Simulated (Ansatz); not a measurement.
## TiTe2 in Ansatz: the effect of Hubbard term

The system is TiTe2.

```
Ti Te
1.0
     3.02557    0.00000    0.00000
     0.00000    3.02557    0.00000
     0.00000    0.00000    9.30163
Ti Te
1 2
Cartesian
  0.0000 0.0000 0.0000
  0.0000 0.0000 2.7376
  0.0000 0.0000 6.5641
```

The cell was built by a generator and needn't be a form met in nature.

Alike in all runs:

```yaml
Program: Ansatz 0.2.0
Task: single point
Functional: LDA
Potentials_or_basis: Ansatz PAW
Cutoff: "420 eV (not typed: the program's choice for these potentials)"
k_mesh: 9 × 9 × 3
Occupations: fermi-dirac, width 0.05 eV
Spin: no spin polarisation
Hubbard_projectors: ortho-atomic (the default)
Double_counting: fll (the default)
```

| Hubbard term | pressure (GPa) | largest force (eV/Å) |
| --- | --- | --- |
| none | -1.4 | 0.21 |
| Ti d U = 2 eV | 0.1 | 0.11 |
| Ti d U = 3 eV | ? | ? |
| Ti d U = 4 eV | 3.4 | 0.18 |
| Ti d U = 5 eV | 4.8 | 0.34 |
| Ti d U = 6 eV | 6.2 | 0.56 |
| Ti d U = 8 eV | 8.3 | 0.95 |

Task: What does the run with Hubbard term Ti d U = 3 eV give?

Result: Pressure 1.3 GPa; largest force 0.01 eV/Å.

Worked out: A parabola through the other rows of the pressure, of slope 1.27 GPa per eV there, gives 2.0 GPa, against the run's 1.3. A parabola through the other rows of the largest force, of slope 0.0506 eV/Å per eV there, gives 0.15 eV/Å, against the run's 0.01.

Caveats: the PAW data sets come from PBE, with cores solved anew for the run's functional, which leaves a small shift of forces and pressure; U without spin polarisation on a metal has little footing (some runs); the U is typed as a test and isn't derived for this compound (some runs).
